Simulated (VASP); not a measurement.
# ScAl3N4 (Cmc2_1) in VASP: further runs

One crystal, ScAl3N4, is run at these levels: PBE; tasks: relaxation of cell and atoms.

All numbers are computed with VASP 6.6.1; they aren't measurements. Logs are shortened: lines on timing, memory, paths and dates and some standing lists are left out, and cuts for length are marked.

## Step 1: Starting point

Symmetry: Cmc2_1, No. 36, orthorhombic system. The conventional cell has a = 6.473 Å, b = 11.212 Å, c = 5.179 Å, α = 90.00°, β = 90.00°, γ = 90.00°. Sc (site symmetry m) is surrounded by 4 N at 1.97 Å. Around Al (site symmetry 1) lie 4 N at 1.97 Å. Al (site symmetry m) is surrounded by 4 N at 1.97 Å. Around N (site symmetry m) lie 2 Sc at 1.97 Å and 2 Al at 1.97 Å. N (site symmetry 1) is surrounded by 3 Al at 1.97 Å and 1 Sc at 1.97 Å. N (site symmetry m) is surrounded by 4 Al at 1.97 Å.

The cell was built by a generator and needn't be a form met in nature.

## Step 2: Relaxation of cell and atoms, PBE

INCAR

```
ALGO     = Normal         # electronic algorithm
EDIFF    = 1E-6           # SCF threshold, eV
EDIFFG   = -0.01          # ionic threshold
ENCUT    = 600            # plane-wave cutoff, eV
GGA      = PE             # functional
IBRION   = 2              # ionic algorithm
ISIF     = 3              # what is computed and relaxed
ISMEAR   = 0              # smearing method
LASPH    = T              # aspherical terms in the spheres
LCHARG   = F              # write CHGCAR
LREAL    = F              # projectors in reciprocal space
LUSENCCL = F            
LWAVE    = F              # write WAVECAR
NELM     = 80             # most SCF steps
NSW      = 90             # ionic steps
PREC     = Accurate       # precision mode
SIGMA    = 0.03           # smearing width, eV
```

KPOINTS

```
k-points
0
Gamma
  6 6 6
```

POSCAR

```
ScAl3N4
1.0
    0.0000000000      0.0000000000     -5.1789238400
    3.2366974300      5.6061244100      0.0000000000
    3.2366974300     -5.6061244100      0.0000000000
Sc Al N
2 6 8
Direct
    0.0000000000      0.1666666700      0.3333333300
    0.5000000000      0.3333333300      0.6666666700
    0.0000000000      0.1666666700      0.8333333300
    0.0000000000      0.6666666700      0.3333333300
    0.0000000000      0.6666666700      0.8333333300
    0.5000000000      0.3333333300      0.1666666700
    0.5000000000      0.8333333300      0.6666666700
    0.5000000000      0.8333333300      0.1666666700
    0.6200000000      0.1666666700      0.3333333300
    0.6200000000      0.1666666700      0.8333333300
    0.6200000000      0.6666666700      0.3333333300
    0.6200000000      0.6666666700      0.8333333300
    0.1200000000      0.3333333300      0.6666666700
    0.1200000000      0.3333333300      0.1666666700
    0.1200000000      0.8333333300      0.6666666700
    0.1200000000      0.8333333300      0.1666666700
```

Potentials or basis: VASP PAW PBE potentials, release 64 (Sc_sv, Al, N).

The run is started by

```sh
$ cat potpaw_PBE.64/Sc_sv/POTCAR potpaw_PBE.64/Al/POTCAR potpaw_PBE.64/N/POTCAR > POTCAR
$ mpirun -np 1 vasp_std > vasp.out
```

OUTCAR:

```text
EDIFF = 1E-6
   EDIFFG = -0.01
   ENCUT = 600
   GGA = PE
   IBRION = 2
   ISIF = 3
   ISMEAR = 0
   LASPH = T
   LREAL = F
   NELM = 80
   NSW = 90
   PREC = Accurate

 ion  position               nearest neighbor table
   1  0.000  0.167  0.333-   9 1.97  14 1.97  13 1.97  16 1.97   6 3.19   6 3.19   8 3.19   2 3.19
                             2 3.19   8 3.19   5 3.24   5 3.24   4 3.24   3 3.24   3 3.24   4 3.24
   2  0.500  0.333  0.667-  13 1.97  10 1.97  12 1.97   9 1.97   3 3.19   3 3.19   5 3.19   1 3.19
                             1 3.19   5 3.19   8 3.24   8 3.24   7 3.24   6 3.24   6 3.24   7 3.24
   3  0.000  0.167  0.833-  10 1.97  13 1.97  14 1.97  15 1.97   2 3.19   2 3.19   7 3.19   6 3.19
                             6 3.19   7 3.19   4 3.24   4 3.24   1 3.24   5 3.24   1 3.24   5 3.24
   4  0.000  0.667  0.333-  11 1.97  16 1.97  15 1.97  14 1.97   8 3.19   8 3.19   6 3.19   6 3.19
                             7 3.19   7 3.19   3 3.24   3 3.24   5 3.24   1 3.24   5 3.24   1 3.24
   5  0.000  0.667  0.833-  12 1.97  15 1.97  13 1.97  16 1.97   7 3.19   7 3.19   8 3.19   2 3.19
                             2 3.19   8 3.19   1 3.24   1 3.24   3 3.24   4 3.24   4 3.24   3 3.24
   6  0.500  0.333  0.167-  14 1.97   9 1.97  11 1.97  10 1.97   1 3.19   1 3.19   4 3.19   3 3.19
                             3 3.19   4 3.19   7 3.24   7 3.24   2 3.24   8 3.24   2 3.24   8 3.24
   7  0.500  0.833  0.667-  15 1.97  12 1.97  10 1.97  11 1.97   5 3.19   5 3.19   3 3.19   3 3.19
                             4 3.19   4 3.19   6 3.24   6 3.24   2 3.24   8 3.24   8 3.24   2 3.24
   8  0.500  0.833  0.167-  16 1.97  11 1.97  12 1.97   9 1.97   4 3.19   4 3.19   5 3.19   1 3.19
                             1 3.19   5 3.19   2 3.24   2 3.24   6 3.24   7 3.24   7 3.24   6 3.24
   9  0.620  0.167  0.333-   1 1.97   6 1.97   2 1.97   8 1.97
  10  0.620  0.167  0.833-   3 1.97   2 1.97   6 1.97   7 1.97
  11  0.620  0.667  0.333-   4 1.97   8 1.97   7 1.97   6 1.97
  12  0.620  0.667  0.833-   5 1.97   7 1.97   2 1.97   8 1.97
  13  0.120  0.333  0.667-   2 1.97   3 1.97   1 1.97   5 1.97
  14  0.120  0.333  0.167-   6 1.97   1 1.97   4 1.97   3 1.97
  15  0.120  0.833  0.667-   7 1.97   5 1.97   3 1.97   4 1.97
  16  0.120  0.833  0.167-   8 1.97   4 1.97   5 1.97   1 1.97

  LATTYP: Found a hexagonal cell.
 ALAT       =     6.4733948708
 C/A-ratio  =     0.8000321228

  Lattice vectors:

 A1 = (   3.2366974300,   5.6061244100,   0.0000000000)
 A2 = (   3.2366974300,  -5.6061244100,   0.0000000000)
 A3 = (   0.0000000000,   0.0000000000,  -5.1789238400)

Analysis of symmetry for initial positions (statically):
=====================================================================
 Subroutine PRICEL returns:
 Original cell was already a primitive cell.

 Routine SETGRP: Setting up the symmetry group for a
 hexagonal supercell.

 Subroutine GETGRP returns: Found  4 space group operations
 (whereof  2 operations were pure point group operations)
 out of a pool of 24 trial point group operations.

The static configuration has the point symmetry C_1h.
 The point group associated with its full space group is C_2v.

Analysis of symmetry for dynamics (positions and initial velocities):
=====================================================================
 Subroutine PRICEL returns:
 Original cell was already a primitive cell.

 Routine SETGRP: Setting up the symmetry group for a
 hexagonal supercell.

 Subroutine GETGRP returns: Found  4 space group operations
 (whereof  2 operations were pure point group operations)
 out of a pool of 24 trial point group operations.

The dynamic configuration has the point symmetry C_1h.
 The point group associated with its full space group is C_2v.

 Subroutine INISYM returns: Found  4 space group operations
 (whereof  2 operations are pure point group operations),
 and found     1 'primitive' translations

----------------------------------------------------------------------------------------

                                     Primitive cell

  volume of cell :     187.9465

  direct lattice vectors                    reciprocal lattice vectors
     0.000000000  0.000000000 -5.178923840     0.000000000  0.000000000 -0.193090308
     3.236697430  5.606124410  0.000000000     0.154478449  0.089188174  0.000000000
     3.236697430 -5.606124410  0.000000000     0.154478449 -0.089188174  0.000000000

  length of vectors
     5.178923840  6.473394871  6.473394871     0.193090308  0.178376349  0.178376349

  position of ions in fractional coordinates (direct lattice)
     0.000000000  0.166666670  0.333333330
     0.500000000  0.333333330  0.666666670
[... 84 lines left out ...]
  0.166667  0.500000  0.000000      4.000000
  0.166667  0.000000  0.500000      2.000000
 [... further k-points ...]
   k-points           NKPTS =     52   k-points in BZ     NKDIM =     52   number of bands    NBANDS=     49
[... 17 lines left out ...]
   EDIFF  = 0.1E-05   stopping-criterion for ELM
   LREAL  =      F    real-space projection
   EDIFFG = -.1E-01   stopping-criterion for IOM
   NSW    =     90    number of steps for IOM
   IBRION =      2    ionic relax: 0-MD 1-quasi-New 2-CG
   NFREE  =      1    steps in history (QN), initial steepest desc. (CG)
   ISIF   =      3    stress and relaxation
   ISYM   =      2    0-nonsym 1-usesym 2-fastsym
   POTIM  = 0.5000    time-step for ionic-motion
   TEBEG  =    0.0;   TEEND  =   0.0 temperature during run
   PSTRESS=    0.0 pullay stress
   NELECT =      80.0000    total number of electrons
   NUPDOWN=      -1.0000    fix difference up-down
   EMIN   =  10.00;   EMAX   =-10.00  energy-range for DOS
   EFERMI =   0.00;   METHOD = LEGACY
   ISMEAR =     0;   SIGMA  =   0.03  broadening in eV -4-tet -1-fermi 0-gaus
   EFERMI_NEDOS =   21; number of points for ismear=-14 and -15
   IALGO  =     38    algorithm
   IMIX   =      4    mixing-type and parameters
     AMIX     =   0.40;   BMIX     =  1.00
     AMIX_MAG =   1.60;   BMIX_MAG =  1.00
  volume/ion in A,a.u.               =      11.75        79.27
  Fermi-wavevector in a.u.,A,eV,Ry     =   1.231478  2.327156 20.633758  1.516538
  Thomas-Fermi vector in A             =   2.366286
   LORBIT       =      0    0 simple, 1 ext, 2 COOP (PROOUT), +10 PAW based schemes
   GGA     = PE    functional components
   LHFCALC =     F    Hartree Fock is set to
   AEXX    =    0.0000 exact exchange contribution
   IVDW    =     0    specifies the selected vdW correction
   LEPSILON=     F    determine dielectric tensor
   LRPA    =     F    only Hartree local field effects (RPA)
 conjugate gradient relaxation of ions
 non-spin polarized calculation
 Gauss-broadening in eV      SIGMA  =   0.03
  energy-cutoff  :      600.00
  volume of cell :      187.95
 maximum number of plane-waves:      6321
 NGX is ok and might be reduce to    42
   NGX = 21   NGY = 25   NGZ = 25

--------------------------------------- Ionic step        1  -------------------------------------------

 number of electron      79.9999987 magnetization

 Free energy of the ion-electron system (eV)
  ---------------------------------------------------
  ext. energy  EPLUGINS =         0.00000000
  ---------------------------------------------------
  free energy    TOTEN  =      -122.83184469 eV

  energy without entropy =     -122.83184469  energy(sigma->0) =     -122.83184469

------------------------ aborting loop because EDIFF is reached ----------------------------------------

  FORCE on cell =-STRESS in cart. coord.  units (eV):
  Direction    XX          YY          ZZ          XY          YZ          ZX
  --------------------------------------------------------------------------------------
  -------------------------------------------------------------------------------------
  Total        0.4440896      0.4656004     -0.8783892      0.0186289      0.0000000      0.0000000
  in kB        3.7857058      3.9690774     -7.4879551      0.1588045      0.0000000      0.0000000
  external PRESSURE =       0.0889427 kB  Pullay stress =       0.0000000 kB
[... 131 lines left out ...]
  FREE ENERGIE OF THE ION-ELECTRON SYSTEM (eV)
  ---------------------------------------------------
  free  energy   TOTEN  =      -124.0958831611 eV

  energy  without entropy=     -124.0958831611  energy(sigma->0) =     -124.09588316

[... ionic steps 4 to 13 ...]

--------------------------------------- Ionic step       14  -------------------------------------------

 number of electron      80.0000005 magnetization

------------------------ aborting loop because EDIFF is reached ----------------------------------------
[... 95 lines left out ...]
--------------------------------------- Ionic step       16  -------------------------------------------

 number of electron      80.0000006 magnetization

 Free energy of the ion-electron system (eV)
  ---------------------------------------------------
  ext. energy  EPLUGINS =         0.00000000
  ---------------------------------------------------
  free energy    TOTEN  =      -124.26995947 eV

  energy without entropy =     -124.26995947  energy(sigma->0) =     -124.26995947

 E-fermi :   5.1691     XC(G=0): -10.7520

 val. band max:        4.9304750477   @ k =   0.0000   0.0000   0.0000
 cond. band min:       8.5810349910   @ k =   0.0000   0.3333   0.3333
 fundamental gap:      3.6505599433
 Fermi energy:         5.1691354553

 k-point     1 :       0.0000    0.0000    0.0000
  band No.  band energies     occupation
      1     -41.9834      2.00000
      2     -41.9543      2.00000
      3     -20.8266      2.00000
      4     -20.7915      2.00000
      5     -20.7566      2.00000
      6     -20.7272      2.00000
[... 1237 lines left out ...]
     48      10.7272      0.00000
     49      10.8081      0.00000

 [... further k-points ...]

------------------------ aborting loop because EDIFF is reached ----------------------------------------

  FORCE on cell =-STRESS in cart. coord.  units (eV):
  Direction    XX          YY          ZZ          XY          YZ          ZX
  --------------------------------------------------------------------------------------
  -------------------------------------------------------------------------------------
  Total       -0.0278422     -0.0163769      0.0077325      0.0099293      0.0000000      0.0000000
  in kB       -0.2421793     -0.1424502      0.0672595      0.0863679      0.0000000      0.0000000
  external PRESSURE =      -0.1057900 kB  Pullay stress =       0.0000000 kB
[... 31 lines left out ...]
  FREE ENERGIE OF THE ION-ELECTRON SYSTEM (eV)
  ---------------------------------------------------
  free  energy   TOTEN  =      -124.2699594689 eV

  energy  without entropy=     -124.2699594689  energy(sigma->0) =     -124.26995947

 reached required accuracy - stopping structural energy minimisation
```

Run time: 46 min. Hardware: 1 × NVIDIA H100 80GB with 1 thread of AMD EPYC 7R13 (Zen 3), shared host; peak memory 1.7 GiB.

Results:

| Property | Result |
| --- | --- |
| Free energy | -124.2700 eV |
| Relaxed volume | 11.51 Å³/atom |
| Relaxed cell | a = 5.051 Å, b = 6.509 Å, c = 6.480 Å, α = 120.15°, β = 90.00°, γ = 90.00° |
| Space group after relaxing (to 0.05 Å) | Cmc2_1 (No. 36) |
| Energy gained by relaxing | 89.9 meV/atom |
| Ionic steps | 16 |
| Pressure after relaxing | 0.0 GPa |
| Largest force after relaxing | 0.009 eV/Å |
| Band gap on the k mesh | 3.65 eV, indirect (least direct gap 3.70 eV) |

Forces on the atoms (eV/Å):
```
Sc   0.002 -0.001  0.006
Sc  -0.002  0.001  0.006
Al   0.003 -0.002 -0.003
Al  -0.003  0.002  0.000
Al   0.003 -0.002 -0.003
Al  -0.003  0.002 -0.003
Al   0.003 -0.002  0.000
Al  -0.003  0.002 -0.003
N    0.002 -0.001  0.003
N    0.003 -0.003 -0.002
N    0.008 -0.004  0.001
N    0.004 -0.001 -0.002
N   -0.002  0.001  0.003
N   -0.003  0.003 -0.002
N   -0.008  0.004  0.001
N   -0.004  0.001 -0.002
```

The path:
```
step  energy change (eV)  largest force (eV/Å)  pressure (GPa)  volume (Å³)
   1              0.0000                3.5134            0.01       187.95
   2             -1.2485                0.8972           -2.89       187.96
   3             -1.2640                0.8614           -2.78       187.96
   4             -1.3860                0.4197            2.02       182.57
   5             -1.3914                0.4408            1.14       183.48
   6             -1.4209                0.1832           -0.24       184.72
   7             -1.4224                0.2256           -0.63       185.08
   8             -1.4347                0.1261           -0.12       184.40
   9             -1.4352                0.1641            0.01       184.24
  10             -1.4373                0.0492            0.08       184.11
  11             -1.4373                0.0509            0.07       184.11
  12             -1.4378                0.0239           -0.06       184.23
  13             -1.4378                0.0252           -0.06       184.24
  14             -1.4380                0.0158            0.00       184.18
  15             -1.4380                0.0169            0.03       184.15
  16             -1.4381                0.0090           -0.01       184.20
```

Final structure:
```xyz
16
Lattice="0.0000 0.0000 -5.0507 3.2544 5.6368 0.0000 3.2251 -5.6199 0.0000" Properties=species:S:1:pos:R:3 pbc="T T T"
Sc    1.5639   -0.9029   -0.0511
Sc    3.2884   -1.8986   -2.5764
Al    3.2285   -3.7678   -0.0076
Al    3.2298    1.8932   -0.0276
Al    4.8772   -0.9121   -0.0076
Al    1.6239    0.9663   -2.5330
Al    4.8770    0.9422   -2.5529
Al    3.2295    3.7474   -2.5330
N     1.5391   -0.8886   -2.9665
N     3.2289   -3.8814   -3.1617
N     3.2524    1.8801   -3.1420
N     4.9758   -0.8556   -3.1617
N     3.3133   -1.9129   -0.4411
N     1.6235    1.0799   -0.6364
N     4.8544    0.9552   -0.6166
N     3.1310    3.6909   -0.6364
```

A k mesh can miss the band edges.

## Step 3: Relaxation of cell and atoms, PBE

This run uses another cell than the first one, of 11.51 Å³/atom, 0.980 times its volume.

Changes to INCAR since step 2:

```diff
@@ -1,4 +1,4 @@
 ALGO     = Normal         # electronic algorithm
-EDIFF    = 1E-6           # SCF threshold, eV
-EDIFFG   = -0.01          # ionic threshold
+EDIFF    = 1E-7           # SCF threshold, eV
+EDIFFG   = -0.005         # ionic threshold
 ENCUT    = 600            # plane-wave cutoff, eV
```

KPOINTS is that of step 2.

POSCAR

```
ScAl3N4                                 
1.0
   -0.0000000000      0.0000000000     -5.0507043430
    3.2544266196      5.6368322671      0.0000000000
    3.2251358809     -5.6199212513      0.0000000000
  Sc              Al              N             
     2     6     8
Direct
     0.0101127633373497    0.1611490395132925    0.3222980690266030
     0.5101127633373497    0.3388509604867075    0.6777019309733970
     0.0015065098533423    0.1643092839117637    0.8352378178732888
     0.0054572759740579    0.6651342772031767    0.3302685444063535
     0.0015065098533423    0.6709285439615137    0.8352378178732974
     0.5015065098533423    0.3356907160882363    0.1647621821267112
     0.5054572759740580    0.8348657227968233    0.6697314555936464
     0.5015065098533423    0.8290714560384863    0.1647621821267025
     0.5873410470863921    0.1585913260085197    0.3171826420169899
     0.6259935356301127    0.1543209897850355    0.8454330432426681
     0.6220888226352800    0.6674630642385913    0.3349261184771891
     0.6259935356301127    0.6911120634576243    0.8454330432426673
     0.0873410470863923    0.3414086739914803    0.6828173579830099
     0.1259935356301125    0.3456790102149645    0.1545669567573319
     0.1220888226352801    0.8325369357614087    0.6650738815228106
     0.1259935356301125    0.8088879365423757    0.1545669567573327
```

Potentials or basis: VASP PAW PBE potentials, release 64 (Sc_sv, Al, N).

The run is started by

```sh
$ cat potpaw_PBE.64/Sc_sv/POTCAR potpaw_PBE.64/Al/POTCAR potpaw_PBE.64/N/POTCAR > POTCAR
$ mpirun -np 1 vasp_std > vasp.out
```

It took 11 min on 1 × NVIDIA H100 80GB with 1 thread of AMD EPYC 7R13 (Zen 3), shared host; peak memory 1.6 GiB.

It converged, with:

```yaml
Free_energy: -124.2651 eV
Energy_gained_by_relaxing: 0.0 meV/atom
Ionic_steps: 2
Pressure_after_relaxing: 0.0 GPa
Largest_force_after_relaxing: 0.005 eV/Å
Band_gap_on_the_k_mesh: 3.65 eV, indirect (least direct gap 3.70 eV)
```

Forces in eV/Å, atoms in the order of the input:
```
Sc  -0.002  0.001  0.004
Sc   0.002 -0.001  0.004
Al  -0.003  0.000  0.001
Al  -0.002  0.001  0.001
Al  -0.001  0.002  0.001
Al   0.003  0.000  0.001
Al   0.002 -0.001  0.001
Al   0.001 -0.002  0.001
N    0.000  0.000  0.001
N    0.000  0.002 -0.004
N    0.002 -0.001 -0.002
N   -0.001 -0.001 -0.004
N    0.000  0.000  0.001
N    0.000 -0.002 -0.004
N   -0.002  0.001 -0.002
N    0.001  0.001 -0.004
```

Final structure:
```cif
data_structure
_symmetry_space_group_name_H-M 'P 1'
_symmetry_Int_Tables_number 1
_cell_length_a 5.0512
_cell_length_b 6.5088
_cell_length_c 6.4792
_cell_angle_alpha 120.151
_cell_angle_beta 90.000
_cell_angle_gamma 90.000
_cell_volume 184.20
loop_
_atom_site_label
_atom_site_type_symbol
_atom_site_fract_x
_atom_site_fract_y
_atom_site_fract_z
_atom_site_occupancy
Sc1 Sc 0.01005 0.16116 0.32232 1
Sc2 Sc 0.51005 0.33884 0.67768 1
Al1 Al 0.00154 0.16433 0.83527 1
Al2 Al 0.00546 0.66512 0.33024 1
Al3 Al 0.00154 0.67094 0.83527 1
Al4 Al 0.50154 0.33567 0.16473 1
Al5 Al 0.50546 0.83488 0.66976 1
Al6 Al 0.50154 0.82906 0.16473 1
N1 N 0.58731 0.15860 0.31720 1
N2 N 0.62601 0.15434 0.84547 1
N3 N 0.62208 0.66750 0.33501 1
N4 N 0.62601 0.69113 0.84547 1
N5 N 0.08731 0.34140 0.68280 1
N6 N 0.12601 0.34566 0.15453 1
N7 N 0.12208 0.83250 0.66499 1
N8 N 0.12601 0.80887 0.15453 1
```

Levels at points of the mesh, in eV from the valence-band top:
```
           k point  band 37  band 38  band 39  band 40  band 41  band 42  band 43  band 44
(0.00, 0.00, 0.00)    -0.43    -0.38    -0.21     0.00     3.71     3.93     4.03     4.31
(0.50, 0.00, 0.00)    -0.53    -0.53    -0.32    -0.32     4.42     4.42     4.62     4.62
(0.00, 0.50, 0.00)    -0.25    -0.22    -0.15    -0.06     3.89     4.26     4.54     4.62
(0.50, 0.50, 0.00)    -0.30    -0.30    -0.21    -0.21     4.64     4.64     4.97     4.97
(0.00, 0.00, 0.50)    -0.22    -0.20    -0.19    -0.11     3.70     4.35     4.46     4.82
(0.50, 0.00, 0.50)    -0.32    -0.32    -0.14    -0.14     4.49     4.49     4.95     4.95
```

A k mesh can miss the band edges.
